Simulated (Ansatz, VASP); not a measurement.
Given: the input of a run of Ansatz 0.2.0 on Au.

Contents of input.yaml:

```yaml
crystal:
  lattice:
    - [0.0, 2.035, 2.035]
    - [2.035, 0.0, 2.035]
    - [2.035, 2.035, 0.0]
  atoms:
    - { symbol: Au, position: [0.0, 0.0, 0.0] }
hamiltonian:
  xc: revpbe
  pseudopotentials: { kind: paw }
  dispersion: d3bj
kpoints:
  mp_grid: { grid: [11, 11, 11] }
scf:
  occupations: { method: fermi_dirac, width: 0.05 }
output:
  forces: true
  stress: true
relax:
  f_tol: 0.01
  max_steps: 40
  cell: { stress_tol: 0.05 }
```

Potentials or basis: Ansatz PAW.

Command:

```bash
$ ansatz run input.yaml --threads 2 --pin off --max-ram 5120MiB --backend cpu --events-out ev --progress --plain --runs-dir out
```

Q: Set up the same calculation for VASP 6.6.1. Potentials there: VASP PAW PBE potentials, release 64 (Au).

A: As run (the cutoff follows the program's own potentials):

Contents of INCAR:

```
SYSTEM = Au
PREC     = Accurate       ! precision mode
ENCUT    = 600            ! plane-wave cutoff, eV
EDIFF    = 1E-6           ! SCF threshold, eV
ISMEAR   = -1             ! smearing method
SIGMA    = 0.05           ! smearing width, eV
LREAL    = .FALSE.        ! projectors in reciprocal space
LASPH    = .TRUE.         ! aspherical terms in the spheres
NELM     = 60             ! most SCF steps
ALGO     = Normal         ! electronic algorithm
ISIF     = 3              ! what is computed and relaxed
LWAVE    = .FALSE.        ! write WAVECAR
LCHARG   = .FALSE.        ! write CHGCAR
GGA      = RE             ! functional
IVDW     = 12             ! dispersion correction
IBRION   = 2              ! ionic algorithm
NSW      = 60             ! ionic steps
EDIFFG   = -0.01          ! ionic threshold
```

KPOINTS

```
regular mesh
0
G
  11 11 11
  0 0 0
```

Contents of POSCAR:

```
Au
1.0
    0.0000000000      2.0350000000      2.0350000000
    2.0350000000      0.0000000000      2.0350000000
    2.0350000000      2.0350000000      0.0000000000
Au
1
Direct
    0.0000000000      0.0000000000      0.0000000000
```

Potentials or basis: VASP PAW PBE potentials, release 64 (Au).

The run is started by

```bash
$ cat potpaw_PBE.64/Au/POTCAR > POTCAR
$ mpirun -np 1 vasp_std > vasp.out
```

Both were run:

|  | VASP | Ansatz | Ansatz less VASP |
| --- | --- | --- | --- |
| relaxed volume (Å³/atom) | 16.93 | 16.96 | +0.026 |
| relaxed cell length with the largest relative difference (Å) | 2.882 | 2.884 | +0.0015 |

The two sets of potentials don't hold the same shells in valence.

Caveats: the PAW data sets were made with another functional, which shifts forces and pressure a little (VASP); pairwise dispersion overbinds metals, which lowers pressure and volume (VASP); the plane-wave basis is chosen anew once the cell has moved, so the energies of steps on either side of that aren't comparable (Ansatz); the PAW data sets come from PBE, with cores solved anew for the run's functional, which leaves a small shift of forces and pressure (Ansatz). The runs have no spin-orbit coupling, so splittings on Au are missing. Zero-point motion and thermal expansion aren't in these numbers.
